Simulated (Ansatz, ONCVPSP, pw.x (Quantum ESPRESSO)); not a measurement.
**What a changed setting does to a pw.x run (fcc Pt)**

Potential: optimised norm-conserving Vanderbilt (ONCV), ONCVPSP 4.0.1.1 (patched build), PBE; core [Kr] 4d10 4f14, reference 5s2 5p6 5d9 6s1; waves: 5s+6s: rc 1.50 bohr, ncon 4, nbas 7, qcut 6.1 1/bohr, 2 projectors; 5p: rc 1.65 bohr, ncon 4, nbas 8, qcut 10.1 1/bohr, 2 projectors, debl 1.6 Ha; 5d: rc 2.25 bohr, ncon 4, nbas 8, qcut 8 1/bohr, 3 projectors, debl 0.3 Ha; local part: polynomial inside 1.50 bohr (lpopt 5, dvloc0 0 Ha); core correction: none. In the p channel the program set the typed energies aside and used -2.059, 0.250 Ha.

The reference run (k-mesh 14³, cutoffs 125/500 Ry, Fermi–Dirac 0.01 Ry, mixing_beta 0.4, conv_thr 1e-9, no spin) gives -1.76 GPa at 15.640 Å³/atom, where all-electron LAPW gives 0.53 GPa. This run, with its own iteration cap, changes smearing to gauss.

```
&control
  calculation='scf', prefix='x', pseudo_dir='./', outdir='./tmp', tstress=.true., disk_io='none'
/
&system
  ibrav=0, nat=1, ntyp=1, ecutwfc=125, ecutrho=500, nbnd=17,
  occupations='smearing', smearing='gauss', degauss=0.01
/
&electrons
  conv_thr=1e-09, mixing_beta=0.4, electron_maxstep=50
/
ATOMIC_SPECIES
Pt 1.0 Pt.UPF
CELL_PARAMETERS angstrom
  0.00000000 1.98488607 1.98488607
  1.98488607 0.00000000 1.98488607
  1.98488607 1.98488607 0.00000000
ATOMIC_POSITIONS crystal
Pt 0.0000 0.0000 0.0000
K_POINTS automatic
14 14 14 0 0 0
```

```bash
pw.x < Pt.scf.in > Pt.scf.out
```

**Question.** How does the run end?

**Answer.** It converges in 10 iterations; the free energy moves by +42.6 meV/atom and the pressure by -0.62 GPa. Gaussian smearing of the same width is narrower in effect than Fermi–Dirac, so its quadratic term in F is smaller.

```
Message from routine setup:
     using ibrav=0 with symmetry is DISCOURAGED, use correct ibrav instead
     lattice parameter (alat)  =       5.3046  a.u.
     unit-cell volume          =     105.5440 (a.u.)^3
     number of electrons       =        18.00
     number of Kohn-Sham states=           17
     kinetic-energy cutoff     =     125.0000  Ry
     charge density cutoff     =     500.0000  Ry
     scf convergence threshold =      1.0E-09
     Exchange-correlation= PBE
     number of k points=   104  Gaussian smearing, width (Ry)=  0.0100
     iteration #  1     ecut=   125.00 Ry     beta= 0.40
     total energy              =    -241.09151478 Ry
     estimated scf accuracy    <       0.08137874 Ry
     iteration #  2     ecut=   125.00 Ry     beta= 0.40
     total energy              =    -241.10314144 Ry
     estimated scf accuracy    <       0.00273748 Ry
     iteration #  3     ecut=   125.00 Ry     beta= 0.40
     total energy              =    -241.10324201 Ry
     estimated scf accuracy    <       0.00064710 Ry
     [... 4 iterations left out ...]
     iteration #  8     ecut=   125.00 Ry     beta= 0.40
     total energy              =    -241.10330789 Ry
     estimated scf accuracy    <       0.00000003 Ry
     iteration #  9     ecut=   125.00 Ry     beta= 0.40
     total energy              =    -241.10330789 Ry
     estimated scf accuracy    <          1.8E-09 Ry
     iteration # 10     ecut=   125.00 Ry     beta= 0.40
     the Fermi energy is    22.3783 ev
!    total energy              =    -241.10330789 Ry
     estimated scf accuracy    <          1.7E-11 Ry
     smearing contrib. (-TS)   =      -0.00122620 Ry
     The total energy is F=E-TS. E is the sum of the following terms:
     one-electron contribution =     -59.46788258 Ry
     hartree contribution      =      39.57189558 Ry
     xc contribution           =     -23.18710563 Ry
     ewald contribution        =    -198.01898907 Ry
     convergence has been achieved in  10 iterations
          total   stress  (Ry/bohr**3)                   (kbar)     P=      -23.88
     Message from routine punch:
     Nothing written, as per user request (disk_io='none')
```

The run took about 2 min on one core of a shared host (Neoverse-N1, 64 threads, 498 GiB, load 37).
